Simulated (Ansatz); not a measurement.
BaTe in the zincblende structure (r2SCAN geometry), in Ansatz:

```xyz
2
Lattice="0.0000 3.9142 3.9142 3.9142 0.0000 3.9142 3.9142 3.9142 0.0000" Properties=species:S:1:pos:R:3 pbc="T T T"
Ba    0.0000    0.0000    0.0000
Te    1.9571    1.9571    1.9571
```

G0W0@PBE with 657 empty bands, a screening cutoff of 180 eV and a 4×4×4 mesh (PAW, contour deformation) gives 3.772 eV over the mesh points, from a PBE gap of 2.566 eV; it sums over 670 bands with 645 plane waves in the screening and a wave cutoff of 420 eV. G0W0 values are finite-basis, finite-mesh values. No spin polarisation. The prototype was imposed, so other structures may be more stable.

(1) Another run gave a Kohn-Sham gap of 2.939 eV and a G0W0 gap of 3.981 eV, summing over 670 bands with 645 plane waves in the screening and a wave cutoff of 500 eV. What was changed?

(2) Estimate the gap with empty bands 272, screening cutoff 100 eV.

Results:

(1) Starting point r2SCAN, with them a wave cutoff of 500 eV. The Kohn-Sham gap has moved while bands and screening basis stay; the higher wave cutoff is that of a meta-GGA.

(2) 3.688 eV (-0.084 eV), from a Kohn-Sham gap of 2.566 eV.

No spin-orbit coupling is included; it can move band edges with weight on the heavy atoms by tenths of an eV.
